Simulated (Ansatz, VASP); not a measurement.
# Pd: VASP beside Ansatz

The input INCAR:

```
PREC     = Accurate       # precision mode
ENCUT    = 520            # plane-wave cutoff, eV
EDIFF    = 1E-6           # SCF threshold, eV
ISMEAR   = -1             # smearing method
SIGMA    = 0.1            # smearing width, eV
LREAL    = False          # projectors in reciprocal space
LASPH    = True           # aspherical terms in the spheres
NELM     = 80             # most SCF steps
ALGO     = Normal         # electronic algorithm
ISIF     = 2              # what is computed and relaxed
LWAVE    = False          # write WAVECAR
LCHARG   = True           # write CHGCAR
GGA      = B5             # functional
ALDAX    = 1.0          
AGGAX    = 1.0          
AGGAC    = 1.0          
ALDAC    = 0.0          
LELF     = True           # ELF
LVHAR    = True         
NBANDS   = 11             # bands
```

Contents of KPOINTS:

```
Automatic mesh
0
Gamma
  15 15 15
```

Contents of POSCAR:

```
Pd
1.0
   -1.6249165658      1.6249165658      1.6249165658
    1.6249165658     -1.6249165658      1.6249165658
    1.6249165658      1.6249165658     -1.6249165658
Pd
1
Direct
    0.0000000000      0.0000000000      0.0000000000
```

Input for Ansatz:

```yaml
crystal:
  lattice:
    - [-1.6249165658, 1.6249165658, 1.6249165658]
    - [1.6249165658, -1.6249165658, 1.6249165658]
    - [1.6249165658, 1.6249165658, -1.6249165658]
  atoms:
    - { symbol: Pd, position: [0.0, 0.0, 0.0] }
hamiltonian:
  xc: blyp
  pseudopotentials:
    kind: paw
    azcp:
      Pd: "pseudopotentials/Pd.paw.azcp"
basis:
  ecutwfc: 420
  fft_grid_basis: typed
kpoints:
  mp_grid: { grid: [15, 15, 15], shift: [0, 0, 0] }
magnetization:
  spin_polarized: false
scf:
  occupations: { method: fermi_dirac, width: 0.1 }
  lower_state_search: "off"
output:
  stress: true
```

Alike in both runs: task single point; functional BLYP; k mesh 15 × 15 × 15; occupations fermi-dirac, width 0.1 eV; no spin polarisation.

|  | VASP | Ansatz |
| --- | --- | --- |
| version | VASP 6.6.1 | Ansatz 0.2.0 |
| potentials or method | VASP PAW PBE potentials, release 64 (Pd) | plane waves (420 eV) with PAW, scalar-relativistic |
| plane-wave cutoff (eV) | 520 | 420 |
| valence electrons in the cell | 10 | 18 |

|  | VASP | Ansatz | Ansatz less VASP |
| --- | --- | --- | --- |
| pressure (GPa) | -4.4 | -4.6 | -0.25 |

The two sets of potentials don't hold the same shells in valence.

Caveats: the PAW data sets were made with another functional, which shifts forces and pressure a little (VASP).
